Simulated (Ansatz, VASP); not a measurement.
Cu in VASP and in Ansatz

Contents of POSCAR:

```
Cu
1.0
    2.4646344268      0.0000000000      0.0000000000
   -1.2323167271      2.1344356573      0.0000000000
    0.0000000000      0.0000000000      3.9998406016
Cu
2
Direct
    0.3333333333      0.6666666667      0.2500000000
    0.6666666667      0.3333333333      0.7500000000
```

INCAR.step1

```
SYSTEM = Cu
PREC = Accurate
ENCUT = 520
ISMEAR = 1
SIGMA = 0.05
LREAL = .FALSE.
LASPH = .TRUE.
NELM = 80
NBANDS = 18
GGA = PE
ALGO = Normal
EDIFF = 1E-4
LWAVE = .TRUE.
LCHARG = .FALSE.
```

File INCAR.step2:

```
SYSTEM = Cu
PREC = Accurate
ENCUT = 520
EDIFF = 1E-7
ISMEAR = 1
SIGMA = 0.05
LREAL = .FALSE.
LASPH = .TRUE.
NELM = 80
ALGO = Normal
ISIF = 2
LWAVE = .FALSE.
LCHARG = .FALSE.
METAGGA = R2SCAN
LMIXTAU = .TRUE.
NBANDS = 18
ISTART = 1
```

Contents of KPOINTS:

```
regular mesh
0
G
  13 13 7
  0 0 0
```

Input for Ansatz:

```yaml
crystal:
  lattice:
    - [2.464634426754724, 0.0, 0.0]
    - [-1.232316727082949, 2.1344356573092917, 0.0]
    - [0.0, 0.0, 3.999840601631707]
  atoms:
    - { symbol: Cu, position: [0.3333333333333333, 0.6666666666666666, 0.25] }
    - { symbol: Cu, position: [0.6666666666666666, 0.3333333333333333, 0.75] }
basis:
  ecutwfc: 571.4391111657479
kpoints:
  mp_grid:
    grid: [13, 13, 7]
hamiltonian:
  xc: r2scan
scf:
  occupations:
    method: cold
    width: 0.05
output:
  stress: true
```

This isn't the form of Cu at room conditions, which is fcc.

Alike in both runs: task single point; functional r2SCAN; k mesh 13 × 13 × 7; no spin polarisation.

|  | VASP | Ansatz |
| --- | --- | --- |
| version | VASP 6.6.1 | Ansatz 0.2.0 |
| potentials or method | VASP PAW PBE potentials, release 64 (Cu) | plane waves, PAW |
| plane-wave cutoff (eV) | 520 | 571 |
| occupations | methfessel-paxton of order 1, width 0.05 eV | cold, width 0.05 eV |
| valence electrons in the cell | 22 | 38 |

|  | VASP | Ansatz | Ansatz less VASP |
| --- | --- | --- | --- |
| pressure (GPa) | 17.6 | 16.8 | -0.78 |
| largest component of the traceless stress (GPa) | 3.16 | 3.08 | -0.084 |

The two sets of potentials don't hold the same shells in valence.

Caveats: so large a pressure means that the cell lies far from this level's equilibrium, or that cutoff or potentials fall short (VASP); the potentials were made for another functional, which shifts forces and pressure (VASP).
